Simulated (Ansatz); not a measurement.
# GaN (P6_3mc): the dielectric response by several routes, part 2 of 2

Wanted: ε∞ of GaN (P6_3mc) from perturbation theory, a sum over states and the RPA step of G0W0, with cost.

Ansatz 0.2.0; linear response on PBE, plane waves, PAW. Known limits of the many-body steps: not at the basis limit; no spin-orbit coupling.

So far. Step 2 (Response to a homogeneous field): One over ε∞ averages 0.17, somewhat under the quarter of exact exchange in PBE0. Step 3 (Independent-particle spectrum): The sum gives ε∞ = 5.88 and 6.00 without local fields.

The database entry behind the starting cell differs from later determinations by our own check (about 0.3 % short, ideal inner coordinate), so it need not match the best structure at ambient conditions.

### 3. Independent-particle spectrum (continued)

Level of this step: independent-particle optics on PBE, plane waves, PAW (Ansatz).

The loss function has structure finer than the step of the table below, so its rows give means over 0.5 eV, whole bins alone (the curve runs from 0 to 25 eV). Peaks (eV: height): xx=yy 20.20: 2.08, 21.90: 2.39, 23.90: 1.73; zz 21.90: 2.41.

Independent particles, no local fields, Gaussian width 0.2 eV. Loss function against photon energy; means over each step:

| photon energy (eV) | xx=yy | zz |
| --- | --- | --- |
| 1.5 | 1.1e-4 | 4.6e-5 |
| 2.0 | 0.00798 | 0.00613 |
| 2.5 | 0.0228 | 0.0217 |
| 3.0 | 0.0287 | 0.0288 |
| 3.5 | 0.0309 | 0.0321 |
| 4.0 | 0.0314 | 0.0334 |
| 4.5 | 0.0308 | 0.0332 |
| 5.0 | 0.0309 | 0.0317 |
| 5.5 | 0.0449 | 0.0341 |
| 6.0 | 0.0704 | 0.0670 |
| 6.5 | 0.0781 | 0.0970 |
| 7.0 | 0.108 | 0.112 |
| 7.5 | 0.0987 | 0.116 |
| 8.0 | 0.109 | 0.139 |
| 8.5 | 0.161 | 0.232 |
| 9.0 | 0.139 | 0.184 |
| 9.5 | 0.157 | 0.148 |
| 10.0 | 0.201 | 0.184 |
| 10.5 | 0.194 | 0.114 |
| 11.0 | 0.141 | 0.116 |
| 11.5 | 0.140 | 0.111 |
| 12.0 | 0.146 | 0.110 |
| 12.5 | 0.164 | 0.157 |
| 13.0 | 0.217 | 0.223 |
| 13.5 | 0.281 | 0.306 |
| 14.0 | 0.318 | 0.369 |
| 14.5 | 0.338 | 0.421 |
| 15.0 | 0.407 | 0.416 |
| 15.5 | 0.491 | 0.428 |
| 16.0 | 0.618 | 0.501 |
| 16.5 | 0.904 | 0.695 |
| 17.0 | 0.903 | 0.882 |
| 17.5 | 1.10 | 1.32 |
| 18.0 | 1.26 | 1.42 |
| 18.5 | 1.36 | 1.51 |
| 19.0 | 1.48 | 1.66 |
| 19.5 | 1.78 | 1.71 |
| 20.0 | 1.97 | 1.72 |
| 20.5 | 1.96 | 1.73 |
| 21.0 | 1.75 | 1.66 |
| 21.5 | 1.83 | 1.75 |
| 22.0 | 2.07 | 2.20 |
| 22.5 | 1.41 | 1.51 |
| 23.0 | 1.29 | 1.32 |
| 23.5 | 1.54 | 1.38 |
| 24.0 | 1.67 | 1.39 |
| 24.5 | 1.49 | 1.40 |

### 4. RPA screening from the G0W0 run

Now the one-shot GW correction: screening in the RPA, then the self-energy of the levels asked for.

This step: G0W0 on PBE, plane waves, PAW.

input.yaml reads:

```yaml
crystal:
  lattice:
    - [3.18, 0.0, 0.0]
    - [-1.59, 2.753960784, 0.0]
    - [0.0, 0.0, 5.166]
  atoms:
    - { symbol: Ga, position: [0.3333333333, 0.6666666667, 0.0] }
    - { symbol: Ga, position: [0.6666666667, 0.3333333333, 0.5] }
    - { symbol: "N", position: [0.3333333333, 0.6666666667, 0.375] }
    - { symbol: "N", position: [0.6666666667, 0.3333333333, 0.875] }
kpoints:
  mp_grid: { grid: [6, 6, 4] }
hamiltonian:
  xc: pbe
scf:
  occupations: { method: fixed }
gw:
  n_empty_bands: 290
  ecut_chi: 200.0
  qp_bands: [v2, c2]
  qp_kpoints: band_edges
  screening: { model: contour_deformation }
```

On the command line:

```console
> ansatz run input.yaml --threads 3 --pin off --max-ram 92160MiB --backend cuda --events-out ev --progress --plain --runs-dir out --devices 1 --max-vram 13GiB  # rebuilt from the run's record
```

Numbers of over 12 decimals in the logs are rounded to 6 here.

The log of the run:

```text
GPUs: using 1 of 1 available (devices: 1).
[...]
GPU FFT provider: cuFFT
GPU libraries: cuBLAS 13.8.2, cuFFT 12.4.0, cuSOLVER 12.3.4
Crystal: 4 atoms, lattice volume = 45.242 Å³
Basis set: ecut = 420 eV, 881 PW (Γ)
Bands: 22, of which v1, the nominal top of the filled ones, is band 18 counted from 1 (17 counted from 0)
Symmetry: 12 space group operations
[...]
k-points: 21 of 144 (time reversal used)
[...]
1    20     14.2610   -10.1614    -4.6569   -15.3280  0.8082    14.7737    14.7706  root
[...]
20    17      8.3471   -22.3645     3.1654   -18.3045  0.7651     7.4392     7.4524  root
    20    18      8.3471   -22.3645     3.1654   -18.3045  0.7651     7.4392     7.4524  root
    20    19     16.3479    -9.5409    -4.9352   -14.9898  0.8064    16.8651    16.8615  root
    20    20     16.3479    -9.5409    -4.9352   -14.9898  0.8064    16.8651    16.8615  root
[key lines of the parts left out:]
SCF converged after 6 iterations
Free energy (F): -8335.791703 eV
Fermi energy:    9.854318 eV
```

Run time: 43 s. Hardware: 1 × NVIDIA H100 80GB HBM3 (shared by 6 runs) with 3 threads of AMD EPYC 7R13 (Zen 3), shared host; peak memory 1.5 GiB.

Numbers from this step:

| Item | Value |
| --- | --- |
| bands summed | 308 |
| RPA ε∞ on this mesh (eigenvalues) | 5.869, 5.908, 5.908 |
| plane waves in the screening matrix | 287 |
| G0W0 gap on the mesh | 3.119 eV |
| k of the valence top | 0, 0, 0 |
| k of the conduction bottom | 0, 0, 0 |
| starting gap on the mesh | 1.963 eV |
| least direct G0W0 gap on the computed points | 3.119 eV |

The gap on the mesh goes from 1.96 eV to 3.12 eV, a correction of +1.16 eV. Between the two edge states, bare exchange in place of the xc potential would open the gap by 7.92 eV, and correlation takes back 6.77 eV.

Mean over the mesh in bins of 0.25 1/Å. Table of static inverse dielectric function, diagonal by length of q+G:

| length of q+G (Å⁻¹) | static inverse dielectric function, diagonal |
| --- | --- |
| 0.30 | 0.205 |
| 0.47 | 0.232 |
| 0.74 | 0.288 |
| 0.99 | 0.345 |
| 1.26 | 0.410 |
| 1.49 | 0.468 |
| 1.75 | 0.527 |
| 2.01 | 0.585 |
| 2.26 | 0.637 |
| 2.50 | 0.683 |
| 2.74 | 0.724 |
| 3.00 | 0.761 |
| 3.25 | 0.792 |
| 3.50 | 0.818 |
| 3.75 | 0.843 |
| 4.01 | 0.865 |
| 4.26 | 0.883 |
| 4.50 | 0.899 |
| 4.75 | 0.914 |
| 5.01 | 0.927 |
| 5.26 | 0.938 |
| 5.50 | 0.948 |
| 5.74 | 0.956 |
| 6.00 | 0.963 |
| 6.25 | 0.969 |
| 6.50 | 0.974 |
| 6.75 | 0.978 |
| 7.00 | 0.982 |
| 7.18 | 0.984 |

### 5. The values together

Times are wall times on 1 × NVIDIA H100 80GB HBM3 (shared by 6 runs) with 3 threads of AMD EPYC 7R13 (Zen 3), shared host, good to a factor of about two.

| method | mesh | ε∞, low | middle | high | mean | time |
| --- | --- | --- | --- | --- | --- | --- |
| perturbation theory (local fields and xc kernel) | 9×9×4 (response on 864 points) | 5.74 | 5.74 | 5.88 | 5.79 | 57 s |
| sum over states (no local fields) | 12×12×4 | 5.88 | 5.88 | 6.00 | 5.92 | 41 s |
| RPA with local fields, on the GW mesh | 6×6×4 | 5.87 | 5.91 | 5.91 | 5.90 | 43 s |

### 6. What came out

```json
{
 "perturbation theory (local fields and xc kernel)": "5.74, 5.74, 5.88",
 "sum over states (no local fields)": "5.88, 5.88, 6.00",
 "RPA with local fields, on the GW mesh": "5.87, 5.91, 5.91"
}
```

**Reading.** Mean Born effective charge: Ga1 2.66, N3 -2.66 e. The most distinct maxima of the ε₂ (xx=yy) lie at 6.6, 7.9, 9.1 and 11.1 eV, the highest at 7.9 eV. Distinct peaks of the loss function (xx=yy) stand at 20.2, 21.9 and 23.9 eV; the one at 21.9 eV is strongest. The sum without local fields gives 5.92 in the mean against 5.79 by perturbation theory; local fields lower ε∞ and the xc kernel gives part of it back, though the sum also carries the error of its own mesh. The RPA values on the 6×6×4 mesh average 1.02 times those of perturbation theory (means 5.90 and 5.79). Without the xc kernel RPA should lie a little lower; it lies higher here. Perturbation theory sums its response on a denser mesh of its own, so the coarser sum of the GW run is the likely cause. PBE usually puts the gap too low, which tends to raise ε∞. Ions are clamped, so the lattice part of the static constant is not in these numbers.

[Paths, hosts, dates, memory and timing lines, banners, echoed tables and standing remarks are left out of the program output.]

[Logs are printed without paths, hosts, clocks, repeated set-up lines and the standing remarks that a program may print on its own settings, such as how far it seeks lower states.]

[Runs of the session that timed out or met a known fault of the program may be left out.]

[Cells called generated may have been cut or substituted from an entry of the Crystallography Open Database or the Materials Project.]

[Hosts, paths, dates, database ids (printed as entryN), source tags and the programs' standing remarks are cut or masked in the printed files.]
